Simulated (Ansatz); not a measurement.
# TiSe: the cost of one run

Program: Ansatz 0.2.0. Level of theory: DFT r2SCAN, scalar-relativistic, plane waves, PAW. These are calculated values, not measurements.

1 further run of the same task is left out (set aside as unsound or not needed).

### 1 The system as given

The structure is hexagonal, space group P6_3/mmc (No. 194). Conventional cell: a = 3.585 Å, b = 3.585 Å, c = 6.458 Å, α = 90.00°, β = 90.00°, γ = 120.00°. Ti (site symmetry -3m) has 6 Se at 2.62 Å in its first shell of neighbours. Around Se (site symmetry -6m2) lie 6 Ti at 2.62 Å.

As a file:

```cif
data_structure
_symmetry_space_group_name_H-M 'P 1'
_symmetry_Int_Tables_number 1
_cell_length_a 3.5847
_cell_length_b 3.5847
_cell_length_c 6.4580
_cell_angle_alpha 90.000
_cell_angle_beta 90.000
_cell_angle_gamma 120.000
_cell_volume 71.87
loop_
_atom_site_label
_atom_site_type_symbol
_atom_site_fract_x
_atom_site_fract_y
_atom_site_fract_z
_atom_site_occupancy
Ti1 Ti 0.00000 0.00000 0.00000 1
Ti2 Ti 0.00000 0.00000 0.50000 1
Se1 Se 0.33333 0.66667 0.25000 1
Se2 Se 0.66667 0.33333 0.75000 1
```

It is the result of an earlier relaxation at this level (volume 17.97 Å³/atom; gap on the mesh: none (metal), site moments up to 0.8 μB).

### 2 Static run: bands, density of states and charges

input.yaml

```yaml
crystal:
  lattice:
    - [3.5846885045, 0.0, 0.0]
    - [-1.7923442523, 3.1044313095, 0.0]
    - [0.0, 0.0, 6.4580399237]
  atoms:
    - { symbol: Ti, position: [0.0, 0.0, 0.0], spin: 0.88 }
    - { symbol: Ti, position: [0.0, 0.0, 0.5], spin: 0.88 }
    - { symbol: Se, position: [0.3333333333, 0.6666666667, 0.25] }
    - { symbol: Se, position: [0.6666666667, 0.3333333333, 0.75] }
basis:
  ecutwfc: 500
kpoints:
  mp_grid: { grid: [12, 12, 8] }
  band_path:
    path:
      - [[0.0, 0.0, 0.0], [0.5, 0.0, 0.0], [0.33333333, 0.33333333, 0.0], [0.0, 0.0, 0.0], [0.0, 0.0, 0.5], [0.5, 0.0, 0.5], [0.33333333, 0.33333333, 0.5], [0.0, 0.0, 0.5]]
      - [[0.5, 0.0, 0.5], [0.5, 0.0, 0.0]]
      - [[0.33333333, 0.33333333, 0.5], [0.33333333, 0.33333333, 0.0]]
    npoints: 14
hamiltonian:
  xc: r2scan
scf:
  occupations: { method: gaussian, width: 0.1 }
  n_extra_bands: 10
output:
  forces: true
  stress: true
  eigenvalues: true
  populations: true
  dos: { projected: true, de: 0.02, nscf_kmesh: { grid: [18, 18, 12] } }
  bader: true
magnetization:
  spin_polarized: true
checkpoint:
  read: start.run
  write: ck
  compress: false
  write_wavefunctions: false
  write_every: 100000
```

Run with:

```
$ ansatz run input.yaml --threads 1 --pin off --max-ram 2560MiB --backend cpu --events-out ev --progress --plain --runs-dir out
```

**Question.** How long does this run take on 1 thread of Arm Neoverse V1, shared host, and how much memory does it need?

About 2.6 min, with a peak of 1 GiB.
